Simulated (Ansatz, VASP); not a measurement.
**Ta in VASP and in Ansatz**

```xyz
1
Lattice="-1.6549 1.6549 1.6549 1.6549 -1.6549 1.6549 1.6549 1.6549 -1.6549" Properties=species:S:1:pos:R:3 pbc="T T T"
Ta    0.0000    0.0000    0.0000
```

Alike in both runs: task single point; functional LDA; k mesh 8 × 8 × 8; occupations gaussian, width 0.1 eV; no spin polarisation.

```csv
,VASP,Ansatz
version,VASP 6.6.1,Ansatz 0.2.0
potentials or method,"VASP PAW LDA potentials, release 64 (Ta_pv)","scalar-relativistic, plane waves, PAW"
plane-wave cutoff (eV),520,600
valence electrons in the cell,11,13
```

```tsv
	VASP	Ansatz	Ansatz less VASP
gap on the k mesh at the Fermi level (eV)	none	none	-
pressure (GPa)	-11.2	-11.9	-0.78
```

A gap of «none» marks a metal or a gap that the smearing closes. The two sets of potentials don't hold the same shells in valence. Ansatz warned: «pseudo_functional_mismatch».

Spin-orbit coupling is left out, which matters for the levels of Ta.
